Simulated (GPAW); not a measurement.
Wanted: an ASE script for a GPAW 26.7.0 run.

```yaml
Task: band structure
Functional: rSCAN
Potentials_or_basis: GPAW PAW data sets (gpaw-data 1.2.1)
Cutoff: 600 eV
Basis: pw
k_mesh: 5 × 5 × 3
Occupations: fermi-dirac, width 0.05 eV
Spin: spin-orbit coupling, no magnetisation
Maxiter: 150
Band_path: GMKGALHA,LM,KH
Band_points: 100
spin_axis_theta_degrees: 54.7
spin_axis_phi_degrees: 45
Soc_after_scf: second variation without the xc potential
```

The system is CdS (Greenockite).

```
Cd S
1.0
     4.15000    0.00000    0.00000
    -2.07500    3.59401    0.00000
     0.00000    0.00000    6.73700
Cd S
2 2
Direct
  0.66667 0.33333 0.50000
  0.33333 0.66667 0.00000
  0.66667 0.33333 0.87500
  0.33333 0.66667 0.37500
```

One way to write it, as run:

run.py

```python
import numpy as np
from ase import Atoms
from ase.dft.bandgap import bandgap
from ase.io import write
from ase.units import GPa
from gpaw import GPAW, PW
from gpaw.spinorbit import soc_eigenstates

atoms = Atoms(['Cd', 'Cd', 'S', 'S'],
              cell=[[4.15, 0.0, 0.0],
                    [-2.075, 3.5940054257, 0.0],
                    [0.0, 0.0, 6.737]],
              scaled_positions=[[0.6666666667, 0.3333333333, 0.5],
                                [0.3333333333, 0.6666666667, 0.0],
                                [0.6666666667, 0.3333333333, 0.875],
                                [0.3333333333, 0.6666666667, 0.375]],
              pbc=True)

calc = GPAW(mode=PW(600),
            xc='MGGA_X_RSCAN+MGGA_C_RSCAN',
            kpts={'size': (5, 5, 3), 'gamma': True},
            occupations={'name': 'fermi-dirac', 'width': 0.05},
            nbands=31,
            convergence={'density': 1e-05, 'energy': 1e-05},
            maxiter=150,
            txt='gpaw.txt')
atoms.calc = calc
energy = atoms.get_potential_energy()
forces = atoms.get_forces()
stress = atoms.get_stress()
calc.write('gs.gpw')
write('result.traj', atoms)
print(f'Energy: {energy:.6f} eV')
print('Forces (eV/A):')
print(forces.round(4))
print('Stress (GPa):', (stress / GPa).round(3))
print('Fermi level:', round(calc.get_fermi_level(), 4), 'eV')
print(f'Gap: {bandgap(calc)[0]:.4f} eV, direct: {bandgap(calc, direct=True)[0]:.4f} eV')

path = atoms.cell.bandpath('GMKGALHA,LM,KH', npoints=100, eps=1e-4)
bs_calc = calc.fixed_density(kpts=path, symmetry='off', nbands=51,
                             convergence={'bands': 'CBM+6.0', 'eigenstates': 1e-6}, txt='bands.txt')
bs = bs_calc.band_structure()
bs.write('bs.json')
print(f'Gap on the path: {bandgap(bs_calc)[0]:.4f} eV')

soc = soc_eigenstates(bs_calc, theta=54.7, phi=45, ignore_xc_potential=True)
np.savetxt('soc_bands.dat', soc.eigenvalues(), fmt='%.4f')
mesh = soc_eigenstates('gs.gpw', theta=54.7, phi=45, ignore_xc_potential=True)
np.savetxt('soc_mesh.dat', mesh.eigenvalues(), fmt='%.4f')
print('Fermi level with spin-orbit coupling:', round(mesh.fermi_level, 4), 'eV')
```

Potentials or basis: GPAW PAW data sets (gpaw-data 1.2.1), pw.

The run is started by

```sh
$ OMP_NUM_THREADS=1 python run.py
```

It gave:

```yaml
Pressure: 0.3 GPa
Largest_force: 0.066 eV/Å
Band_gap_on_the_k_mesh: 1.58 eV, direct
Band_gap_along_the_path: 1.58 eV, direct
```

Caveat: spin-orbit coupling was added after a scalar SCF, so levels and gaps hold it while energy, forces, pressure and moments don't; this program's spin-orbit splittings come out too wide for heavy elements; the PAW data sets were made with another functional, which shifts forces and pressure a little.

Wall time 8.8 min on 1 thread of Intel(R) Xeon(R) Platinum 8175M CPU @ 2.50GHz (Skylake/Cascade Lake), on a shared host, peak memory 0.75 GiB.
